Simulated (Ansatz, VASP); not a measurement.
# One calculation of AgCl, two programs

```
CELL_PARAMETERS angstrom
0.00000 2.80602 2.69378
2.80602 0.00000 2.69378
2.80602 2.80602 0.00000
ATOMIC_POSITIONS crystal
Ag 0.50000 0.50000 0.50000
Cl 0.00000 0.00000 0.00000
```

Change from the starting cell: strain +0.000 along x and y, -0.040 along z, atoms carried along.

Alike in both runs: task single point; functional PBE; k mesh 8 × 8 × 8; occupations gaussian, width 0.05 eV; no spin polarisation.

|  | VASP | Ansatz |
| --- | --- | --- |
| version | VASP 6.6.1 | Ansatz 0.2.0 |
| potentials or method | VASP PAW PBE potentials, release 64 (Ag, Cl) | scalar-relativistic, plane waves, PAW |
| plane-wave cutoff (eV) | 520 | 420 |
| valence electrons in the cell | 18 | 26 |

Ansatz gave:

| Quantity | Value |
| --- | --- |
| gap on the k mesh at the Fermi level (eV) | 0.80 |
| least direct gap on the mesh (eV) | 3.21 |
| pressure (GPa) | 2.0 |
| largest component of the traceless stress (GPa) | 0.76 |

**Question.** What did VASP give for the same quantities?

**Answer.** gap on the k mesh at the Fermi level (eV): 0.80; least direct gap on the mesh (eV): 3.21; pressure (GPa): 1.9; largest component of the traceless stress (GPa): 0.73.

The two sets of potentials don't hold the same shells in valence.

A k mesh can miss the band edges.
